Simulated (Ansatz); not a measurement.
Runs of Ansatz 0.2.0 on AlRu. The structure is cubic, space group Pm-3m (No. 221). Conventional cell: a = 2.992 Å, b = 2.992 Å, c = 2.992 Å, α = 90.00°, β = 90.00°, γ = 90.00°. Ru (site symmetry m-3m) is surrounded by 8 Al at 2.59 Å. Around Al (site symmetry m-3m) lie 8 Ru at 2.59 Å. 

| task | level | spin | k mesh | cutoff (eV) | points for each segment of the path | atoms under strain | q mesh | gap on the mesh (eV) | pressure (GPa) | V0 of scaled cells (Å³/atom) | B0 (GPa) |
| --- | --- | --- | --- | --- | --- | --- | --- | --- | --- | --- | --- |
| band structure | PBEsol | SOC, no magnetisation | 9 × 9 × 9 | 420 | 14 | - | - | none | -3.3 | - | - |
| elastic constants | PBEsol | off | 8 × 8 × 8 | 420 | - | relaxed | - | none | (b) | - | - |
| phonons | PBEsol | off | 8 × 8 × 8 | 420 | 8 | - | 2 × 2 × 2 | none | - | - | - |
| equation of state | r2SCAN | off | 9 × 9 × 9 | 500 | - | - | - | - | - | 13.26 | (a) |
| equation of state | LDA | off | 9 × 9 × 9 | 420 | - | - | - | - | - | 12.88 | 232 |

Alike in all rows: potentials or basis Ansatz PAW; cell as given; smearing fermi-dirac 0.05 eV.

Question: Fill in the values left out.

Answer: (a) 221; (b) -2.9.

Caveats: the PAW data sets come from PBE, with cores solved anew for the run's functional, which leaves a small shift of forces and pressure (some runs); elastic constants of metals need much finer meshes, so these are rough (some runs); the PAW data sets were made with another functional, which shifts forces and pressure a little (some runs).

A k mesh can miss the band edges, and rows without SOC leave out spin-orbit coupling on Ru.

A gap of «none» marks a metal or a gap under the smearing width.

Runs at the PBE level aren't shown here.
